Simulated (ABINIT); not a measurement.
A run of ABINIT 10.8.3 (patched build) is set up as follows.

The input run.abi:

```
# Pseudopotentials
pp_dirpath "./"
pseudos "Zr.GGA_PBE-JTH.xml, C.GGA_PBE-JTH.xml"

# Structure
acell 3*1.0
rprim
     0.0000000000     4.4692022847     4.4692022847
     4.4692022847     0.0000000000     4.4692022847
     4.4692022847     4.4692022847     0.0000000000
ntypat 2
znucl 40 6
natom 2
typat 1 2
xred
     0.5000000000     0.5000000000     0.5000000000
     0.0000000000     0.0000000000     0.0000000000

# Plane-wave basis
ecut 20.0
pawecutdg 40.0

# k points
kptopt 1
ngkpt 13 13 13
nshiftk 1
shiftk 0.0 0.0 0.0

# Exchange and correlation
ixc -116133

# Bands and occupations
nband 12
occopt 3
tsmear 0.05 eV

# SCF cycle
nstep 100
tolvrs 1.0e-9

# Output
iomode 3
prtwf 0
prteig 0
prtebands 0
prtden 1
prtvha 1
prtvclmb 1
prtpot 1
```

Potentials or basis: JTH PAW PBE v2.0.

Launch:

```sh
$ abinit run.abi > log 2>&1
```

Task: Estimate the pressure.

Result: -8.7 GPa.

Task: What does it give for the band gap on the k mesh?

Result: None (metal or under the smearing width).

Caveat: the PAW data sets were made with another functional, which shifts forces and pressure a little.
